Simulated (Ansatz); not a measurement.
**SrO, one cell by several methods**

```
CELL_PARAMETERS angstrom
0.00000 2.51840 2.56980
2.51840 0.00000 2.56980
2.51840 2.51840 0.00000
ATOMIC_POSITIONS crystal
Sr 0.00000 0.00000 0.00000
O 0.50000 0.50000 0.50000
```

Atoms are numbered in the order listed.

The cell comes from COD entry 1100027, which wasn't checked; take it as a given geometry. It is an old determination, and later ones may differ. The listed cell was then made from it by scaling, straining or moving an atom.

Levels of theory: DFT, LDA, PAW with Ansatz's default frozen-core files, scalar-relativistic (Ansatz 0.2.0); DFT, LDA, all-electron PAW with datasets made for the crystal, scalar-relativistic (Ansatz 0.2.0); DFT, LDA, all-electron LAPW, scalar-relativistic (Ansatz 0.2.0).

For PAW: a Γ-centred 8×8×8 k mesh, Fermi–Dirac smearing of 0.02 eV, cutoff 420 eV, no spin polarisation; the PAW files were made with PBE, and the program remakes their frozen cores for this functional. The crystal-made all-electron datasets (AE datasets) take a cutoff of 320 eV at this cell. LAPW targets a basis error of 0.25 meV/atom. The Ansatz runs share mesh, smearing and spin set-up. Plane-wave (PAW) pressures include the program's estimate of the Pulay term.

Stress and pressure are positive in compression.

The change that made this cell: equal xx and yy strain of -2 %.

No spin–orbit coupling: at heavy atoms the gradients can be off by tens of per cent for that reason.

| quantity | PAW | AE datasets | LAPW |
| --- | --- | --- | --- |
| pressure (GPa) | -0.31 | -0.29 | -0.29 |
| stress xx (GPa) | 0.69 | 0.71 | 0.71 |
| stress zz (GPa) | -2.30 | -2.29 | -2.29 |
| band gap (eV) | 3.076 | 3.075 | 3.075 |
| field gradient Vzz at Sr1 (10²¹ V/m²) | 2.22 | 2.22 | – |
| field gradient Vzz at O2 (10²¹ V/m²) | 0.71 | 0.71 | – |
